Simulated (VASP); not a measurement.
# GaSb (F-43m) in VASP: further runs

Runs on GaSb. Level: r2SCAN. Tasks: single point.

Program: VASP 6.6.1. These are calculated values, not measurements. Logs are shortened: lines on timing, memory, paths and dates and some standing lists are left out, and cuts for length are marked.

**Measured values to compare with.**

From a printed reference work, data compilation, for a bulk crystal of GaSb at 4.2 K: band gap 0.811 eV (direct).

How close the calculation comes is told below.

### Step 1. The cell of the first run

It takes space group F-43m (No. 216, cubic). Conventional cell: a = 6.118 Å, b = 6.118 Å, c = 6.118 Å, α = 90.00°, β = 90.00°, γ = 90.00°. Ga (site symmetry -43m) has 4 Sb at 2.65 Å within 3.5 Å. Sb (site symmetry -43m) has 4 Ga at 2.65 Å within 3.5 Å.

### Step 2. Single point, r2SCAN

POSCAR reads:

```
GaSb
1.0
    0.0000000000      3.0590000000      3.0590000000
    3.0590000000      0.0000000000      3.0590000000
    3.0590000000      3.0590000000      0.0000000000
Ga Sb
1 1
Direct
    0.0000000000      0.0000000000      0.0000000000
    0.2500000000      0.2500000000      0.2500000000
```

INCAR.step1 reads:

```
SYSTEM = GaSb
PREC = Accurate
ENCUT = 520
ISMEAR = 0
SIGMA = 0.1
LREAL = .FALSE.
LASPH = .TRUE.
NELM = 100
NBANDS = 16
GGA = PE
ALGO = Normal
EDIFF = 1E-4
LWAVE = .TRUE.
LCHARG = .FALSE.
```

INCAR.step2 reads:

```
SYSTEM = GaSb
PREC = Accurate
ENCUT = 520
EDIFF = 1E-6
ISMEAR = 0
SIGMA = 0.1
LREAL = .FALSE.
LASPH = .TRUE.
NELM = 100
ALGO = Normal
ISIF = 2
LWAVE = .FALSE.
LCHARG = .FALSE.
METAGGA = R2SCAN
LMIXTAU = .TRUE.
NBANDS = 16
ISTART = 1
```

KPOINTS reads:

```
Automatic mesh
0
G
  6 6 6
  0 0 0
```

Potentials or basis: VASP PAW PBE potentials, release 64 (Ga_d, Sb).

The run is started by

```bash
cat potpaw_PBE.64/Ga_d/POTCAR potpaw_PBE.64/Sb/POTCAR > POTCAR
cp INCAR.step1 INCAR
mpirun -np 1 vasp_std > vasp.out
cp INCAR.step2 INCAR
mpirun -np 1 vasp_std > vasp.out
```

OUTCAR:

```text
SYSTEM = GaSb
   PREC = Accurate
   ENCUT = 520
   EDIFF = 1E-6
   ISMEAR = 0
   LREAL = .FALSE.
   LASPH = .TRUE.
   NELM = 100
   ISIF = 2
   METAGGA = R2SCAN
   ISTART = 1

 ion  position               nearest neighbor table
   1  0.000  0.000  0.000-   2 2.65   2 2.65   2 2.65   2 2.65
   2  0.250  0.250  0.250-   1 2.65   1 2.65   1 2.65   1 2.65

  LATTYP: Found a face centered cubic cell.
 ALAT       =     6.1180000000

  Lattice vectors:

 A1 = (   0.0000000000,   3.0590000000,   3.0590000000)
 A2 = (   3.0590000000,   0.0000000000,   3.0590000000)
 A3 = (   3.0590000000,   3.0590000000,   0.0000000000)

Analysis of symmetry for initial positions (statically):
=====================================================================
 Subroutine PRICEL returns:
 Original cell was already a primitive cell.

 Routine SETGRP: Setting up the symmetry group for a
 face centered cubic supercell.

 Subroutine GETGRP returns: Found 24 space group operations
 (whereof 24 operations were pure point group operations)
 out of a pool of 48 trial point group operations.

The static configuration has the point symmetry T_d .

Analysis of symmetry for dynamics (positions and initial velocities):
=====================================================================
 Subroutine PRICEL returns:
 Original cell was already a primitive cell.

 Routine SETGRP: Setting up the symmetry group for a
 face centered cubic supercell.

 Subroutine GETGRP returns: Found 24 space group operations
 (whereof 24 operations were pure point group operations)
 out of a pool of 48 trial point group operations.

The dynamic configuration has the point symmetry T_d .

 Subroutine INISYM returns: Found 24 space group operations
 (whereof 24 operations are pure point group operations),
 and found     1 'primitive' translations

----------------------------------------------------------------------------------------

                                     Primitive cell

  volume of cell :      57.2491

  direct lattice vectors                    reciprocal lattice vectors
     0.000000000  3.059000000  3.059000000    -0.163452109  0.163452109  0.163452109
     3.059000000  0.000000000  3.059000000     0.163452109 -0.163452109  0.163452109
     3.059000000  3.059000000  0.000000000     0.163452109  0.163452109 -0.163452109

  length of vectors
     4.326079287  4.326079287  4.326079287     0.283107357  0.283107357  0.283107357

  position of ions in fractional coordinates (direct lattice)
     0.000000000  0.000000000  0.000000000
     0.250000000  0.250000000  0.250000000

  ion indices of the primitive-cell ions
   primitive index   ion index
                 1           1
                 2           2

----------------------------------------------------------------------------------------

 KPOINTS: Automatic mesh

Automatic generation of k-mesh.
 Grid dimensions read from file:
 generate k-points for:    6    6    6

 Generating k-lattice:

  Cartesian coordinates                     Fractional coordinates (reciprocal lattice)
    -0.027242018  0.027242018  0.027242018     0.166666667  0.000000000  0.000000000
     0.027242018 -0.027242018  0.027242018     0.000000000  0.166666667  0.000000000
     0.027242018  0.027242018 -0.027242018     0.000000000  0.000000000  0.166666667

  Length of vectors
     0.047184559  0.047184559  0.047184559

  Shift w.r.t. Gamma in fractional coordinates (k-lattice)
     0.000000000  0.000000000  0.000000000

 Subroutine IBZKPT returns following result:
 ===========================================

 Found     16 irreducible k-points:

 Following reciprocal coordinates:
            Coordinates               Weight
  0.000000  0.000000  0.000000      1.000000
  0.166667  0.000000  0.000000      8.000000
  0.333333  0.000000  0.000000      8.000000
  0.500000  0.000000  0.000000      4.000000
  0.166667  0.166667  0.000000      6.000000
  0.333333  0.166667  0.000000     24.000000
[... 8 lines left out ...]
 -0.333333  0.333333  0.166667     24.000000
 -0.333333  0.500000  0.166667     12.000000
   k-points           NKPTS =     16   k-points in BZ     NKDIM =     16   number of bands    NBANDS=     16
   number of dos      NEDOS =    301   number of ions     NIONS =      2
   total plane-waves  NPLWV =  32768
   dimension x,y,z NGX =    32 NGY =   32 NGZ =   32
   dimension x,y,z NGXF=    64 NGYF=   64 NGZF=   64
   ions per type =               1   1
   NGX,Y,Z   is equivalent  to a cutoff of  12.30, 12.30, 12.30 a.u.
   NGXF,Y,Z  is equivalent  to a cutoff of  24.59, 24.59, 24.59 a.u.
 SYSTEM =  GaSb
   PREC   = accura    normal or accurate (medium, high low for compatibility)
   ISTART =      1    job   : 0-new  1-cont  2-samecut
   ICHARG =      0    charge: 1-file 2-atom 10-const
   ISPIN  =      1    spin polarized calculation?
   LNONCOLLINEAR =      F non collinear calculations
   LSORBIT =      F    spin-orbit coupling
   LASPH  =      T    aspherical Exc in radial PAW
   ENCUT  =  520.0 eV  38.22 Ry    6.18 a.u.   8.04  8.04  8.04*2*pi/ulx,y,z
   NELM   =    100;   NELMIN=  2; NELMDL=  0     # of ELM steps
   EDIFF  = 0.1E-05   stopping-criterion for ELM
   LREAL  =      F    real-space projection
   EDIFFG = 0.1E-04   stopping-criterion for IOM
   NSW    =      0    number of steps for IOM
   IBRION =     -1    ionic relax: 0-MD 1-quasi-New 2-CG
   NFREE  =      0    steps in history (QN), initial steepest desc. (CG)
   ISIF   =      2    stress and relaxation
   ISYM   =      2    0-nonsym 1-usesym 2-fastsym
   POTIM  = 0.5000    time-step for ionic-motion
   TEBEG  =    0.0;   TEEND  =   0.0 temperature during run
   PSTRESS=    0.0 pullay stress
   NELECT =      18.0000    total number of electrons
   NUPDOWN=      -1.0000    fix difference up-down
   EMIN   =  10.00;   EMAX   =-10.00  energy-range for DOS
   EFERMI =   0.00;   METHOD = LEGACY
   ISMEAR =     0;   SIGMA  =   0.10  broadening in eV -4-tet -1-fermi 0-gaus
   EFERMI_NEDOS =   21; number of points for ismear=-14 and -15
   IALGO  =     38    algorithm
   IMIX   =      4    mixing-type and parameters
     AMIX     =   0.40;   BMIX     =  1.00
     AMIX_MAG =   1.60;   BMIX_MAG =  1.00
  volume/ion in A,a.u.               =      28.62       193.17
  Fermi-wavevector in a.u.,A,eV,Ry     =   1.113208  2.103657 16.860766  1.239231
  Thomas-Fermi vector in A             =   2.249790
   LORBIT       =      0    0 simple, 1 ext, 2 COOP (PROOUT), +10 PAW based schemes
   METAGGA = R2SCAN    functional components
   LHFCALC =     F    Hartree Fock is set to
   AEXX    =    0.0000 exact exchange contribution
   IVDW    =     0    specifies the selected vdW correction
   LEPSILON=     F    determine dielectric tensor
   LRPA    =     F    only Hartree local field effects (RPA)
 non-spin polarized calculation
 Gauss-broadening in eV      SIGMA  =   0.10
  energy-cutoff  :      520.00
  volume of cell :       57.25
 maximum number of plane-waves:      1572
   NGX = 17   NGY = 17   NGZ = 17

 number of electron      17.9999986 magnetization

 Free energy of the ion-electron system (eV)
  ---------------------------------------------------
  ext. energy  EPLUGINS =         0.00000000
  ---------------------------------------------------
  free energy    TOTEN  =       -37.57837935 eV

  energy without entropy =      -37.57837356  energy(sigma->0) =      -37.57837645

 E-fermi :   4.9267     XC(G=0):  -9.7180

 val. band max:        4.6909975197   @ k =   0.0000   0.0000   0.0000
 cond. band min:       5.1399670740   @ k =   0.0000   0.0000   0.0000
 fundamental gap:      0.4489695543
 Fermi energy:         4.9267473131

 k-point     1 :       0.0000    0.0000    0.0000
  band No.  band energies     occupation
      1     -10.8153      2.00000
      2     -10.8153      2.00000
      3     -10.8152      2.00000
      4     -10.7584      2.00000
      5     -10.7584      2.00000
      6      -7.2401      2.00000
[... 8 lines left out ...]
     15      13.7071      0.00000
     16      13.7071      0.00000

 k-point     2 :       0.1667    0.0000    0.0000
  band No.  band energies     occupation
      1     -10.8229      2.00000
      2     -10.8119      2.00000
      3     -10.8119      2.00000
      4     -10.7587      2.00000
      5     -10.7587      2.00000
      6      -6.9422      2.00000
[... 8 lines left out ...]
     15      12.7326      0.00000
     16      12.7326      0.00000

 k-point     3 :       0.3333    0.0000    0.0000
  band No.  band energies     occupation
      1     -10.8378      2.00000
      2     -10.8060      2.00000
      3     -10.8059      2.00000
      4     -10.7586      2.00000
      5     -10.7586      2.00000
      6      -6.1470      2.00000
[... 8 lines left out ...]
     15      13.2697      0.00000
     16      13.2697      0.00000

 k-point     4 :       0.5000    0.0000    0.0000
  band No.  band energies     occupation
      1     -10.8451      2.00000
      2     -10.8034      2.00000
      3     -10.8034      2.00000
      4     -10.7581      2.00000
      5     -10.7581      2.00000
      6      -5.5180      2.00000
[... 8 lines left out ...]
     15      15.1893      0.00000
     16      15.1893      0.00000
[... 172 lines left out ...]
 k-point    14 :       0.5000    0.3333    0.1667
  band No.  band energies     occupation
      1     -10.8503      2.00000
      2     -10.7992      2.00000
      3     -10.7962      2.00000
      4     -10.7641      2.00000
      5     -10.7567      2.00000
      6      -5.4636      2.00000
[... 8 lines left out ...]
     15      14.2680      0.00000
     16      16.3387      0.00000

 k-point    15 :      -0.3333    0.3333    0.1667
  band No.  band energies     occupation
      1     -10.8537      2.00000
      2     -10.7983      2.00000
      3     -10.7934      2.00000
      4     -10.7633      2.00000
      5     -10.7580      2.00000
      6      -4.8971      2.00000
[... 8 lines left out ...]
     15      15.7638      0.00000
     16      15.9809      0.00000

 k-point    16 :      -0.3333    0.5000    0.1667
  band No.  band energies     occupation
      1     -10.8586      2.00000
      2     -10.7944      2.00000
      3     -10.7898      2.00000
      4     -10.7669      2.00000
      5     -10.7563      2.00000
      6      -4.5926      2.00000
[... 8 lines left out ...]
     15      15.2745      0.00000
     16      16.6842      0.00000

------------------------ aborting loop because EDIFF is reached ----------------------------------------

  FORCE on cell =-STRESS in cart. coord.  units (eV):
  Direction    XX          YY          ZZ          XY          YZ          ZX
  --------------------------------------------------------------------------------------
  -------------------------------------------------------------------------------------
  Total        0.1615890      0.1615890      0.1615890      0.0000000      0.0000000     -0.0000000
  in kB        4.5222434      4.5222434      4.5222434      0.0000000      0.0000000     -0.0000000
  external PRESSURE =       4.5222434 kB  Pullay stress =       0.0000000 kB

 VOLUME and BASIS-vectors are now :
 -----------------------------------------------------------------------------
  energy-cutoff  :      520.00
  volume of cell :       57.25
      direct lattice vectors                 reciprocal lattice vectors
     0.000000000  3.059000000  3.059000000    -0.163452109  0.163452109  0.163452109
     3.059000000  0.000000000  3.059000000     0.163452109 -0.163452109  0.163452109
     3.059000000  3.059000000  0.000000000     0.163452109  0.163452109 -0.163452109

 POSITION                                       TOTAL-FORCE (eV/Angst)
 -----------------------------------------------------------------------------------
      0.00000      0.00000      0.00000         0.000000      0.000000      0.000000
      1.52950      1.52950      1.52950        -0.000000     -0.000000     -0.000000
 -----------------------------------------------------------------------------------
    total drift:                               -0.000002     -0.000002     -0.000002

  FREE ENERGIE OF THE ION-ELECTRON SYSTEM (eV)
  ---------------------------------------------------
  free  energy   TOTEN  =       -37.5783793466 eV

  energy  without entropy=      -37.5783735553  energy(sigma->0) =      -37.57837645
```

Wall time 57 s (1 thread of Intel Xeon 8259CL, shared host); peak memory 0.18 GiB.

What came out:

```
Free energy            : -37.5784 eV
Pressure               : 0.5 GPa
Band gap on the k mesh : 0.45 eV
```

Levels at points of the mesh, in eV from the valence-band top:
```
           k point  band 5  band 6  band 7  band 8  band 9  band 10  band 11  band 12  band 13  band 14
(0.00, 0.00, 0.00)  -15.45  -11.93    0.00    0.00    0.00     0.45     2.98     2.98     2.98     6.35
(0.50, 0.00, 0.00)  -15.45  -10.21   -6.58   -1.21   -1.21     0.68     4.01     4.01     6.92     9.98
(0.50, 0.50, 0.00)  -15.44   -9.32   -7.05   -2.70   -2.70     1.12     1.48     9.26     9.26    10.79
```

Caveat: the PAW data sets were made with another functional, which shifts forces and pressure a little; spin-orbit coupling is left out, which moves the levels of the heavy elements.

### Step 3. Single point, r2SCAN (27.10 Å³/atom)

This run uses another cell than the first one, of 27.10 Å³/atom.

POSCAR reads:

```
GaSb
1.0
    0.0000000000      3.0035564526      3.0035564526
    3.0035564526      0.0000000000      3.0035564526
    3.0035564526      3.0035564526      0.0000000000
Ga Sb
1 1
Direct
    0.0000000000      0.0000000000      0.0000000000
    0.2500000000      0.2500000000      0.2500000000
```

INCAR.step1 reads:

```
  PREC = Accurate
  ENCUT = 520
  ISMEAR = 0
  SIGMA = 0.02
  LREAL = F
  LASPH = T
  NELM = 60
  NBANDS = 16
  GGA = PE
  ALGO = Normal
  EDIFF = 1E-4
  LWAVE = T
  LCHARG = F
```

INCAR.step2 reads:

```
  PREC = Accurate
  ENCUT = 520
  EDIFF = 1E-7
  ISMEAR = 0
  SIGMA = 0.02
  LREAL = F
  LASPH = T
  NELM = 60
  ALGO = Normal
  ISIF = 2
  LWAVE = F
  LCHARG = T
  METAGGA = R2SCAN
  LMIXTAU = T
  LELF = T
  LVHAR = T
  NBANDS = 16
  ISTART = 1
```

KPOINTS reads:

```
Automatic mesh
0
Gamma
  10 10 10
```

Potentials or basis: VASP PAW PBE potentials, release 64 (Ga_d, Sb).

The run is started by

```bash
cat potpaw_PBE.64/Ga_d/POTCAR potpaw_PBE.64/Sb/POTCAR > POTCAR
cp INCAR.step1 INCAR
mpirun -np 1 vasp_std > vasp.out
cp INCAR.step2 INCAR
mpirun -np 1 vasp_std > vasp.out
```

Run time: 2 min. Hardware: 1 thread of Intel Xeon 8259CL, shared host; peak memory 0.21 GiB.

Results (log left out):

* Free energy: -37.5640 eV
* Pressure: 3.9 GPa
* Band gap on the k mesh: 0.81 eV (least direct gap 0.87 eV)

Levels at points of the mesh, in eV from the valence-band top:
```csv
k point,band 5,band 6,band 7,band 8,band 9,band 10,band 11,band 12,band 13,band 14
"(0.00, 0.00, 0.00)",-15.55,-12.35,0.00,0.00,0.00,0.87,2.96,2.96,2.96,6.43
"(0.50, 0.00, 0.00)",-15.55,-10.47,-6.88,-1.31,-1.31,0.81,4.00,4.00,6.90,10.32
"(0.50, 0.50, 0.00)",-15.54,-9.50,-7.32,-2.90,-2.90,1.05,1.37,9.64,9.64,11.30
```

Caveat: the cell stands under pressure; the PAW data sets were made with another functional, which shifts forces and pressure a little; spin-orbit coupling is left out, which moves the levels of the heavy elements.

### Step 4. Single point, r2SCAN (27.96 Å³/atom)

This run uses another cell than the first one, of 27.96 Å³/atom.

POSCAR reads:

```
GaSb
1.0
    0.0000000000      3.0351751599      3.0351751599
    3.0351751599      0.0000000000      3.0351751599
    3.0351751599      3.0351751599      0.0000000000
Ga Sb
1 1
Direct
    0.0000000000      0.0000000000      0.0000000000
    0.2500000000      0.2500000000      0.2500000000
```

INCAR.step1 reads:

```
SYSTEM = GaSb
ALGO = Normal
EDIFF = 1E-4
ENCUT = 520
GGA = PE
ISMEAR = 0
LASPH = .True.
LCHARG = .False.
LREAL = .False.
LWAVE = .True.
NBANDS = 16
NELM = 100
PREC = Accurate
SIGMA = 0.02
```

INCAR.step2 reads:

```
SYSTEM = GaSb
ALGO = Normal
EDIFF = 1E-6
ENCUT = 520
ISIF = 2
ISMEAR = 0
ISTART = 1
LASPH = .True.
LCHARG = .False.
LMIXTAU = .True.
LREAL = .False.
LWAVE = .False.
METAGGA = R2SCAN
NBANDS = 16
NELM = 100
PREC = Accurate
SIGMA = 0.02
```

KPOINTS reads:

```
k-points
0
Gamma
  10 10 10
  0 0 0
```

The run is started by

```bash
cat potpaw_PBE.64/Ga_d/POTCAR potpaw_PBE.64/Sb/POTCAR > POTCAR
cp INCAR.step1 INCAR
mpirun -np 1 vasp_std > vasp.out
cp INCAR.step2 INCAR
mpirun -np 1 vasp_std > vasp.out
```

Run time: 93 s. Hardware: 1 thread of Intel Xeon 8259CL, shared host; peak memory 0.21 GiB.

Results (log left out):

```
Free energy            : -37.5948 eV
Pressure               : 1.8 GPa
Band gap on the k mesh : 0.63 eV
```

Levels at points of the mesh, in eV from the valence-band top:
| k point | band 6 | band 7 | band 8 | band 9 | band 10 | band 11 | band 12 | band 13 |
| --- | --- | --- | --- | --- | --- | --- | --- | --- |
| (0.00, 0.00, 0.00) | -12.10 | 0.00 | 0.00 | 0.00 | 0.63 | 2.97 | 2.97 | 2.97 |
| (0.50, 0.00, 0.00) | -10.32 | -6.71 | -1.25 | -1.25 | 0.74 | 4.01 | 4.01 | 6.91 |
| (0.50, 0.50, 0.00) | -9.39 | -7.16 | -2.78 | -2.78 | 1.09 | 1.44 | 9.42 | 9.42 |

Caveat: the PAW data sets were made with another functional, which shifts forces and pressure a little; spin-orbit coupling is left out, which moves the levels of the heavy elements. r2SCAN opens gaps a little over a GGA but as a rule still falls short of measured ones.

### Step 5. Single point, r2SCAN (29.69 Å³/atom)

This run uses another cell than the first one, of 29.69 Å³/atom.

POSCAR reads:

```
GaSb
1.0
    0.0000000000      3.0965083544      3.0965083544
    3.0965083544      0.0000000000      3.0965083544
    3.0965083544      3.0965083544      0.0000000000
Ga Sb
1 1
Direct
    0.0000000000      0.0000000000      0.0000000000
    0.2500000000      0.2500000000      0.2500000000
```

INCAR.step1 reads:

```
  PREC = Accurate
  ENCUT = 520
  ISMEAR = 0
  SIGMA = 0.02
  LREAL = F
  LASPH = T
  NELM = 80
  NBANDS = 16
  GGA = PE
  ALGO = Normal
  EDIFF = 1E-4
  LWAVE = T
  LCHARG = F
```

INCAR.step2 reads:

```
  PREC = Accurate
  ENCUT = 520
  EDIFF = 1E-6
  ISMEAR = 0
  SIGMA = 0.02
  LREAL = F
  LASPH = T
  NELM = 80
  ALGO = Normal
  ISIF = 2
  LWAVE = F
  LCHARG = F
  METAGGA = R2SCAN
  LMIXTAU = T
  NBANDS = 16
  ISTART = 1
```

KPOINTS reads:

```
Automatic mesh
0
Gamma
  10 10 10
```

The run is started by

```bash
cat potpaw_PBE.64/Ga_d/POTCAR potpaw_PBE.64/Sb/POTCAR > POTCAR
cp INCAR.step1 INCAR
mpirun -np 1 vasp_std > vasp.out
cp INCAR.step2 INCAR
mpirun -np 1 vasp_std > vasp.out
```

Wall time 2.5 min (1 thread of Intel Xeon 8259CL, shared host); peak memory 0.24 GiB.

The run converged. Its results:

```yaml
Free_energy: -37.5978 eV
Pressure: -1.4 GPa
Band_gap_on_the_k_mesh: 0.17 eV
```

Levels at points of the mesh, in eV from the valence-band top:
```
           k point  band 5  band 6  band 7  band 8  band 9  band 10  band 11  band 12  band 13  band 14
(0.00, 0.00, 0.00)  -15.38  -11.67    0.00    0.00    0.00     0.18     2.99     2.99     2.99     6.30
(0.50, 0.00, 0.00)  -15.38  -10.05   -6.40   -1.15   -1.15     0.60     4.01     4.01     6.93     9.74
(0.50, 0.50, 0.00)  -15.37   -9.21   -6.88   -2.56   -2.56     1.15     1.55     9.02     9.02    10.46
```

Caveat: the PAW data sets were made with another functional, which shifts forces and pressure a little; spin-orbit coupling is left out, which moves the levels of the heavy elements. A k mesh can miss the band edges.

(Continued in part 2 of 2.)
